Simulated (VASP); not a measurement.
# Ta (Im-3m) in VASP: notebook

Aim: see how the results for Ta move with the level of theory and the settings. Levels: PBE, optB88-vdW. Tasks: single point, relaxation of cell and atoms.

All numbers are computed with VASP 6.6.1; they aren't measurements. Logs are shortened: lines on timing, memory, paths and dates and some standing lists are left out, and cuts for length are marked.

**1. Starting point**

It takes space group Im-3m (No. 229, cubic). The conventional cell has a = 3.303 Å, b = 3.303 Å, c = 3.303 Å, α = 90.00°, β = 90.00°, γ = 90.00°. Ta (site symmetry m-3m) is surrounded by 8 Ta at 2.86 Å.

**2. Single point, PBE**

Contents of INCAR:

```
SYSTEM = Ta
PREC = Accurate
ENCUT = 500
EDIFF = 1E-6
ISMEAR = 0
SIGMA = 0.02
LREAL = .False.
LASPH = .True.
NELM = 80
ALGO = Normal
ISIF = 2
LWAVE = .False.
LCHARG = .False.
GGA = PE
```

Contents of KPOINTS:

```
Automatic mesh
0
Gamma
  11 11 11
  0 0 0
```

Contents of POSCAR:

```
Ta
1.0
   -1.6512800000      1.6512800000      1.6512800000
    1.6512800000     -1.6512800000      1.6512800000
    1.6512800000      1.6512800000     -1.6512800000
Ta
1
Cartesian
    0.0000000000      0.0000000000      0.0000000000
```

Potentials or basis: VASP PAW PBE potentials, release 64 (Ta).

Run with:

```bash
$ cat potpaw_PBE.64/Ta/POTCAR > POTCAR
$ mpirun -np 1 vasp_std > vasp.out
```

OUTCAR:

```text
SYSTEM = Ta
   PREC = Accurate
   ENCUT = 500
   EDIFF = 1E-6
   ISMEAR = 0
   LREAL = .False.
   LASPH = .True.
   NELM = 80
   ISIF = 2
   GGA = PE

 ion  position               nearest neighbor table
   1  0.000  0.000  0.000-

  LATTYP: Found a body centered cubic cell.
 ALAT       =     3.3025600000

  Lattice vectors:

 A1 = (  -1.6512800000,   1.6512800000,   1.6512800000)
 A2 = (   1.6512800000,  -1.6512800000,   1.6512800000)
 A3 = (   1.6512800000,   1.6512800000,  -1.6512800000)

Analysis of symmetry for initial positions (statically):
=====================================================================
 Subroutine PRICEL returns:
 Original cell was already a primitive cell.

 Routine SETGRP: Setting up the symmetry group for a
 body centered cubic supercell.

 Subroutine GETGRP returns: Found 48 space group operations
 (whereof 48 operations were pure point group operations)
 out of a pool of 48 trial point group operations.

The static configuration has the point symmetry O_h .

Analysis of symmetry for dynamics (positions and initial velocities):
=====================================================================
 Subroutine PRICEL returns:
 Original cell was already a primitive cell.

 Routine SETGRP: Setting up the symmetry group for a
 body centered cubic supercell.

 Subroutine GETGRP returns: Found 48 space group operations
 (whereof 48 operations were pure point group operations)
 out of a pool of 48 trial point group operations.

The dynamic configuration has the point symmetry O_h .

 Subroutine INISYM returns: Found 48 space group operations
 (whereof 48 operations are pure point group operations),
 and found     1 'primitive' translations

----------------------------------------------------------------------------------------

                                     Primitive cell

  volume of cell :      18.0104

  direct lattice vectors                    reciprocal lattice vectors
    -1.651280000  1.651280000  1.651280000     0.000000000  0.302795407  0.302795407
     1.651280000 -1.651280000  1.651280000     0.302795407  0.000000000  0.302795407
     1.651280000  1.651280000 -1.651280000     0.302795407  0.302795407  0.000000000

  length of vectors
     2.860100858  2.860100858  2.860100858     0.428217371  0.428217371  0.428217371

  position of ions in fractional coordinates (direct lattice)
     0.000000000  0.000000000  0.000000000

  ion indices of the primitive-cell ions
   primitive index   ion index
                 1           1

----------------------------------------------------------------------------------------

 KPOINTS: Automatic mesh

Automatic generation of k-mesh.
 Grid dimensions read from file:
 generate k-points for:   11   11   11

 Generating k-lattice:

  Cartesian coordinates                     Fractional coordinates (reciprocal lattice)
     0.000000000  0.027526855  0.027526855     0.090909091  0.000000000  0.000000000
     0.027526855  0.000000000  0.027526855     0.000000000  0.090909091  0.000000000
     0.027526855  0.027526855  0.000000000     0.000000000  0.000000000  0.090909091

  Length of vectors
     0.038928852  0.038928852  0.038928852

  Shift w.r.t. Gamma in fractional coordinates (k-lattice)
     0.000000000  0.000000000  0.000000000

 Subroutine IBZKPT returns following result:
 ===========================================

 Found     56 irreducible k-points:

 Following reciprocal coordinates:
            Coordinates               Weight
  0.000000  0.000000  0.000000      1.000000
  0.090909  0.000000  0.000000     12.000000
  0.181818  0.000000  0.000000     12.000000
  0.272727  0.000000  0.000000     12.000000
  0.363636  0.000000  0.000000     12.000000
  0.454545  0.000000  0.000000     12.000000
[... 16 lines left out ...]
  0.272727  0.181818  0.090909     48.000000
  0.363636  0.181818  0.090909     24.000000
 [... further k-points ...]
   k-points           NKPTS =     56   k-points in BZ     NKDIM =     56   number of bands    NBANDS=      6
   number of dos      NEDOS =    301   number of ions     NIONS =      1
   total plane-waves  NPLWV =  13824
   dimension x,y,z NGX =    24 NGY =   24 NGZ =   24
   dimension x,y,z NGXF=    48 NGYF=   48 NGZF=   48
   ions per type =               1
   NGX,Y,Z   is equivalent  to a cutoff of  13.95, 13.95, 13.95 a.u.
   NGXF,Y,Z  is equivalent  to a cutoff of  27.90, 27.90, 27.90 a.u.
 SYSTEM =  Ta
   PREC   = accura    normal or accurate (medium, high low for compatibility)
   ISTART =      0    job   : 0-new  1-cont  2-samecut
   ICHARG =      2    charge: 1-file 2-atom 10-const
   ISPIN  =      1    spin polarized calculation?
   LNONCOLLINEAR =      F non collinear calculations
   LSORBIT =      F    spin-orbit coupling
   LASPH  =      T    aspherical Exc in radial PAW
   ENCUT  =  500.0 eV  36.75 Ry    6.06 a.u.   5.21  5.21  5.21*2*pi/ulx,y,z
   NELM   =     80;   NELMIN=  2; NELMDL= -5     # of ELM steps
   EDIFF  = 0.1E-05   stopping-criterion for ELM
   LREAL  =      F    real-space projection
   EDIFFG = 0.1E-04   stopping-criterion for IOM
   NSW    =      0    number of steps for IOM
   IBRION =     -1    ionic relax: 0-MD 1-quasi-New 2-CG
   NFREE  =      0    steps in history (QN), initial steepest desc. (CG)
   ISIF   =      2    stress and relaxation
   ISYM   =      2    0-nonsym 1-usesym 2-fastsym
   POTIM  = 0.5000    time-step for ionic-motion
   TEBEG  =    0.0;   TEEND  =   0.0 temperature during run
   PSTRESS=    0.0 pullay stress
   NELECT =       5.0000    total number of electrons
   NUPDOWN=      -1.0000    fix difference up-down
   EMIN   =  10.00;   EMAX   =-10.00  energy-range for DOS
   EFERMI =   0.00;   METHOD = LEGACY
   ISMEAR =     0;   SIGMA  =   0.02  broadening in eV -4-tet -1-fermi 0-gaus
   EFERMI_NEDOS =   21; number of points for ismear=-14 and -15
   IALGO  =     38    algorithm
   IMIX   =      4    mixing-type and parameters
     AMIX     =   0.40;   BMIX     =  1.00
     AMIX_MAG =   1.60;   BMIX_MAG =  1.00
  volume/ion in A,a.u.               =      18.01       121.54
  Fermi-wavevector in a.u.,A,eV,Ry     =   1.067966  2.018163 15.518145  1.140551
  Thomas-Fermi vector in A             =   2.203599
   LORBIT       =      0    0 simple, 1 ext, 2 COOP (PROOUT), +10 PAW based schemes
   GGA     = PE    functional components
   LHFCALC =     F    Hartree Fock is set to
   AEXX    =    0.0000 exact exchange contribution
   IVDW    =     0    specifies the selected vdW correction
   LEPSILON=     F    determine dielectric tensor
   LRPA    =     F    only Hartree local field effects (RPA)
 non-spin polarized calculation
 Gauss-broadening in eV      SIGMA  =   0.02
  energy-cutoff  :      500.00
  volume of cell :       18.01
 maximum number of plane-waves:       470
 NGX is ok and might be reduce to    24
   NGX = 11   NGY = 11   NGZ = 11

 number of electron       5.0000000 magnetization

 Free energy of the ion-electron system (eV)
  ---------------------------------------------------
  ext. energy  EPLUGINS =         0.00000000
  ---------------------------------------------------
  free energy    TOTEN  =       -11.86777310 eV

  energy without entropy =      -11.86770270  energy(sigma->0) =      -11.86773790

 E-fermi :   5.7192     XC(G=0): -12.4010

 val. band max:        5.6977704936   @ k =   0.1818   0.0000   0.0000
 cond. band min:       5.7778123098   @ k =   0.3636   0.1818   0.0909
 fundamental gap:      0.0800418162
 Fermi energy:         5.7191621650

 k-point     1 :       0.0000    0.0000    0.0000
  band No.  band energies     occupation
      1      -2.1502      2.00000
      2       6.4980      0.00000
      3       6.4980      0.00000
      4       6.4980      0.00000
      5       9.7664      0.00000
      6       9.7664      0.00000

 k-point     2 :       0.0909    0.0000    0.0000
  band No.  band energies     occupation
      1      -1.7924      2.00000
      2       6.2641      0.00000
      3       6.4174      0.00000
      4       6.8583      0.00000
      5       9.4199      0.00000
      6       9.7693      0.00000

 k-point     3 :       0.1818    0.0000    0.0000
  band No.  band energies     occupation
      1      -0.8161      2.00000
      2       5.6978      1.86962
      3       6.0362      0.00000
      4       7.9093      0.00000
      5       9.0694      0.00000
      6       9.8251      0.00000

 k-point     4 :       0.2727    0.0000    0.0000
  band No.  band energies     occupation
      1       0.4183      2.00000
      2       5.0569      2.00000
      3       5.6107      2.00000
      4       9.2690      0.00000
      5       9.5514      0.00000
      6      10.0136      0.00000

 k-point     5 :       0.3636    0.0000    0.0000
  band No.  band energies     occupation
      1       1.2186      2.00000
      2       4.5406      2.00000
      3       6.0174      0.00000
      4       9.6398      0.00000
      5      10.3352      0.00000
      6      11.5518      0.00000

 k-point     6 :       0.4545    0.0000    0.0000
  band No.  band energies     occupation
      1       1.3844      2.00000
      2       4.2591      2.00000
      3       7.1068      0.00000
      4       9.6926      0.00000
      5      10.6271      0.00000
      6      13.2626      0.00000

 k-point     7 :       0.0909    0.0909    0.0000
  band No.  band energies     occupation
      1      -1.1191      2.00000
      2       5.9532      0.00000
      3       6.0545      0.00000
      4       7.6188      0.00000
      5       8.9758      0.00000
      6       9.9079      0.00000

 k-point     8 :       0.1818    0.0909    0.0000
  band No.  band energies     occupation
      1       0.0395      2.00000
      2       5.3534      2.00000
      3       5.5539      2.00000
      4       8.8187      0.00000
      5       9.0464      0.00000
      6      10.1580      0.00000
[... 91 lines left out ...]
 k-point    19 :       0.2727    0.0909    0.0909
  band No.  band energies     occupation
      1       1.9509      2.00000
      2       4.3760      2.00000
      3       5.2582      2.00000
      4       9.8306      0.00000
      5      10.4338      0.00000
      6      12.8829      0.00000

 k-point    20 :       0.3636    0.0909    0.0909
  band No.  band energies     occupation
      1       2.1181      2.00000
      2       4.1610      2.00000
      3       6.3211      0.00000
      4       9.9552      0.00000
      5      10.6865      0.00000
      6      14.4371      0.00000

 k-point    21 :      -0.0909    0.0909    0.0909
  band No.  band energies     occupation
      1      -1.4417      2.00000
      2       6.4168      0.00000
      3       6.4168      0.00000
      4       6.8455      0.00000
      5       8.6401      0.00000
      6      10.1666      0.00000

 k-point    22 :       0.1818    0.1818    0.0909
  band No.  band energies     occupation
      1       2.2838      2.00000
      2       4.4287      2.00000
      3       4.5795      2.00000
      4       9.8421      0.00000
      5      10.4190      0.00000
      6      12.9693      0.00000

 k-point    23 :       0.2727    0.1818    0.0909
  band No.  band energies     occupation
      1       2.9016      2.00000
      2       4.2354      2.00000
      3       5.1321      2.00000
      4      10.1077      0.00000
      5      10.6604      0.00000
      6      14.9208      0.00000

 k-point    24 :       0.3636    0.1818    0.0909
  band No.  band energies     occupation
      1       2.9282      2.00000
      2       4.1753      2.00000
      3       5.7778      0.00003
      4      10.1925      0.00000
      5      10.7648      0.00000
      6      14.8648      0.00000

 [... further k-points ...]

------------------------ aborting loop because EDIFF is reached ----------------------------------------

  FORCE on cell =-STRESS in cart. coord.  units (eV):
  Direction    XX          YY          ZZ          XY          YZ          ZX
  --------------------------------------------------------------------------------------
  -------------------------------------------------------------------------------------
  Total        0.0235769      0.0235769      0.0235769     -0.0000000     -0.0000000     -0.0000000
  in kB        2.0973674      2.0973674      2.0973674     -0.0000000     -0.0000000     -0.0000000
  external PRESSURE =       2.0973674 kB  Pullay stress =       0.0000000 kB

 VOLUME and BASIS-vectors are now :
 -----------------------------------------------------------------------------
  energy-cutoff  :      500.00
  volume of cell :       18.01
      direct lattice vectors                 reciprocal lattice vectors
    -1.651280000  1.651280000  1.651280000     0.000000000  0.302795407  0.302795407
     1.651280000 -1.651280000  1.651280000     0.302795407  0.000000000  0.302795407
     1.651280000  1.651280000 -1.651280000     0.302795407  0.302795407  0.000000000

 POSITION                                       TOTAL-FORCE (eV/Angst)
 -----------------------------------------------------------------------------------
      0.00000      0.00000      0.00000        -0.000000     -0.000000     -0.000000
 -----------------------------------------------------------------------------------
    total drift:                                0.000000      0.000000      0.000000

  FREE ENERGIE OF THE ION-ELECTRON SYSTEM (eV)
  ---------------------------------------------------
  free  energy   TOTEN  =       -11.8677730979 eV

  energy  without entropy=      -11.8677026992  energy(sigma->0) =      -11.86773790
```

It used 3.9 s of CPU time on 1 thread of Intel(R) Xeon(R) Platinum 8488C (Sapphire Rapids), with other jobs on the host, which was overloaded at the time.

What came out:

```
Free energy            : -11.8678 eV
Pressure               : 0.2 GPa
Band gap on the k mesh : none (metal or under the smearing width)
```

Levels at points of the mesh, in eV from the Fermi level:
| k point | band 1 | band 2 | band 3 | band 4 | band 5 | band 6 |
| --- | --- | --- | --- | --- | --- | --- |
| (0.00, 0.00, 0.00) | -7.87 | 0.78 | 0.78 | 0.78 | 4.05 | 4.05 |

**3. Single point, PBE**

Contents of run.py:

```python
from ase.calculators.vasp import Vasp
from ase.dft.bandgap import bandgap
from ase.spacegroup import crystal

atoms = crystal(
    ['Ta'],
    basis=[[0.0, 0.0, 0.0]],
    spacegroup=229,
    setting=1,
    cellpar=[3.30256, 3.30256, 3.30256, 90.0, 90.0, 90.0],
    primitive_cell=True,
)
calc = Vasp(
    directory='calc',
    xc='pbe',
    pp='PBE',
    setups='minimal',
    prec='Accurate',
    encut=500,
    ediff=1e-07,
    ismear=0,
    sigma=0.02,
    lreal=False,
    lasph=True,
    nelm=60,
    algo='Normal',
    isif=2,
    lwave=False,
    lcharg=True,
    lelf=True,
    lvhar=True,
    kpts=[11, 11, 11],
    gamma=True,
    nbands=8,
)
atoms.calc = calc

print('energy (eV):', atoms.get_potential_energy())
print('free energy (eV):', atoms.get_potential_energy(force_consistent=True))
print('forces (eV/A):')
print(atoms.get_forces())
print('stress (eV/A^3, Voigt):', atoms.get_stress())
print('Fermi level (eV):', calc.get_fermi_level())
gap, top, bottom = bandgap(calc)
print('band gap (eV):', gap, 'from (spin, k, band)', top, 'to', bottom)
```

Potentials or basis: VASP PAW PBE potentials, release 64 (Ta).

Run with:

```bash
$ python run.py
```

Run time: 18 s. Hardware: 1 thread of Intel Xeon Platinum 8488C (Sapphire Rapids), shared host; peak memory 0.14 GiB.

The run converged. Its results:

```
Free energy            : -11.8678 eV
Pressure               : 0.2 GPa
Band gap on the k mesh : none (metal or under the smearing width)
```

Levels at points of the mesh, in eV from the Fermi level:
| k point | band 1 | band 2 | band 3 | band 4 | band 5 |
| --- | --- | --- | --- | --- | --- |
| (0.00, 0.00, 0.00) | -7.87 | 0.78 | 0.78 | 0.78 | 4.05 |

(Part 1 of 2 ends here.)
